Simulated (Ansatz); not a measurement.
# Al2O3 (Corundum): band structure with LDA

**Measured values to compare with.**

From “Multi-petahertz electron interference in Cr:Al2O3 solid-state material”, 2018, pmc:5906618, for a bulk crystal of Al2O3: band gap 8.7 eV (optical).

The system is Al2O3 (Corundum).

```xyz
10
Lattice="2.3803 1.3742 4.3319 -2.3803 1.3742 4.3319 0.0000 -2.7485 4.3319" Properties=species:S:1:pos:R:3 pbc="T T T"
Al    0.0000    0.0000   11.0743
Al    0.0000    0.0000    8.4191
Al    0.0000    0.0000    1.9213
Al    0.0000    0.0000    4.5765
O    -1.6503   -0.1099    5.4148
O     0.7300    1.4841    5.4148
O     0.9203   -1.3742    5.4148
O     1.6503    0.1099    7.5808
O    -0.7300   -1.4841    7.5808
O    -0.9203    1.3742    7.5808
```

```
Program                             : Ansatz 0.2.0
Task                                : band structure
Functional                          : LDA
Potentials or basis                 : Ansatz PAW
Cutoff                              : 420 eV (not typed: the program's choice for these potentials)
k mesh                              : 7 × 7 × 7
Occupations                         : fermi-dirac, width 0.05 eV
Spin                                : no spin polarisation
Path                                : [["G", "L", "B1"], ["B", "Z", "G", "X"], ["Q", "F", "P1", "Z"], ["L", "P"]]
Points for each segment of the path : 10
```

* Pressure: -5.3 GPa
* Largest force: 0.112 eV/Å
* Band gap on the k mesh: 6.16 eV, direct
* Band gap along the path: 6.16 eV, direct

Forces in eV/Å, atoms in the order of the input:
```
Al   0.000  0.000 -0.043
Al   0.000  0.000  0.043
Al   0.000  0.000  0.043
Al   0.000  0.000 -0.043
O   -0.056 -0.097  0.000
O   -0.056  0.097  0.000
O    0.112  0.000  0.000
O    0.056  0.097  0.000
O    0.056 -0.097  0.000
O   -0.112  0.000  0.000
```

Stress tensor (GPa, compression positive):
```
-5.23  0.00  0.00
 0.00 -5.23  0.00
 0.00  0.00 -5.43
```

Levels at the corners of the path, in eV from the valence-band top:
```
point  band 21  band 22  band 23  band 24  band 25  band 26  band 27  band 28
    Γ    -0.50    -0.04    -0.04     0.00     6.16     8.98    10.52    11.35
    L    -0.92    -0.92    -0.27    -0.27     9.31     9.31     9.48     9.48
   B1    -0.86    -0.86    -0.51    -0.51     9.53     9.53     9.95     9.95
    B    -0.86    -0.86    -0.51    -0.51     9.53     9.53     9.95     9.95
    Z    -0.38    -0.38    -0.38    -0.38     8.55     8.55    10.82    10.82
    Γ    -0.50    -0.04    -0.04     0.00     6.16     8.98    10.52    11.35
    X    -0.90    -0.85    -0.57    -0.28     9.36     9.36     9.57    10.00
    Q    -0.90    -0.85    -0.57    -0.28     9.36     9.36     9.57    10.00
    F    -1.04    -0.93    -0.75    -0.26     9.39     9.60     9.76    10.24
   P1    -1.05    -0.87    -0.76    -0.47     9.55     9.71    10.03    10.22
    Z    -0.38    -0.38    -0.38    -0.38     8.55     8.55    10.82    10.82
    L    -0.92    -0.92    -0.27    -0.27     9.31     9.31     9.48     9.48
    P    -1.05    -0.87    -0.76    -0.47     9.55     9.71    10.03    10.22
```

It took 8.4 s on 4 threads of Arm Neoverse V1 (shared host), peak memory 0.46 GiB.

A measured gap of Al2O3 is 8.7 eV (optical; quoted in “Multi-petahertz electron interference in Cr:Al2O3 solid-state material”, 2018, pmc:5906618); the calculated 6.16 eV misses it by -2.54 eV. The value is that of LDA, without temperature or zero-point motion. Semilocal functionals fall short of measured gaps as a rule.

Caveat: the pressure holds a Pulay correction of +1.2 GPa for the finite cutoff; the PAW data sets come from PBE, with cores solved anew for the run's functional, which leaves a small shift of forces and pressure.
